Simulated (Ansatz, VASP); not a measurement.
Two plane-wave programs on RbBr

```xyz
2
Lattice="0.0000 4.1005 3.2921 4.1005 0.0000 3.2921 4.1005 4.1005 0.0000" Properties=species:S:1:pos:R:3 pbc="T T T"
Rb    0.0000    0.0000    0.0000
Br    2.0503    2.0503    1.6460
```

Change from the starting cell: epitaxial_xy strain +6.0%.

Alike in both runs: task single point; functional r2SCAN; k mesh 6 × 6 × 6; no spin polarisation.

|  | VASP | Ansatz |
| --- | --- | --- |
| version | VASP 6.6.1 | Ansatz 0.2.0 |
| potentials or method | VASP PAW PBE potentials, release 64 (Rb_sv, Br) | plane waves, PAW |
| plane-wave cutoff (eV) | 520 | 500 |
| occupations | gaussian, width 0.01 eV | fixed |
| valence electrons in the cell | 16 | 16 |

```tsv
	VASP	Ansatz	Ansatz less VASP
gap on the k mesh at the Fermi level (eV)	4.60	4.60	0.000
pressure (GPa)	0.1	0.1	-0.01
largest component of the traceless stress (GPa)	0.14	0.14	-0.004
```

Caveats: the PAW data sets were made with another functional, which shifts forces and pressure a little (VASP). A k mesh can miss the band edges.
